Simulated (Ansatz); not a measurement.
**S (sc type) under strong compression**

```yaml
crystal:
  lattice:
    - [2.58191, 0.00000, 0.00000]
    - [0.00000, 2.58191, 0.00000]
    - [0.00000, 0.00000, 2.58191]
  atoms:
    - { symbol: S, position: [0.00000, 0.00000, 0.00000] }
```

The cell comes from a relaxation on PAW files under the same functional, begun from a prototype that needn't be the stable phase.

Its volume is scaled at fixed shape and fractional positions.

Computed with Ansatz 0.2.0; functional PBE, scalar-relativistic. Settings: a Γ-centred 14×14×14 k mesh, Fermi–Dirac smearing of 0.1 eV, no spin polarisation. Methods: LAPW: all electrons, basis error target 1 meV/atom; PAW: frozen-core files, cutoff 420 eV; crystal datasets: all electrons, by PAW datasets that the program makes for each cell; norm-conserving: pseudopotentials, cutoff 770 eV.

Energies are extrapolated to zero smearing and count from the unscaled cell; pressure is positive in compression; gaps take the mesh and a band path. No temperature or zero-point motion is included.

```
V/V0  V (Å³/atom)  P LAPW (GPa)  ΔE LAPW (eV/atom)  P PAW − LAPW (GPa)  ΔE PAW − LAPW (meV/atom)
1.00        17.21          0.03              0.000               -0.03                       0.0
0.90        15.49         11.01              0.054               -0.05                      -0.5
0.80        13.77             ?              0.262               -0.07                      -1.1
0.70        12.05          57.1              0.721               -0.10                      -2.0
0.60        10.33          92.7              1.514               -0.19                      -3.4
0.50         8.61         157.6              2.833               -0.36                      -6.2
0.40         6.88         338.3              5.285               -0.38                     -10.4
```

What belongs in the row "0.80", column "P LAPW (GPa)"?

29.4.

At the smallest volume, how far do crystal datasets and norm-conserving lie from LAPW in pressure?

crystal datasets: -0.02 GPa; norm-conserving: -1.09 GPa, on a LAPW pressure of 338.3 GPa.
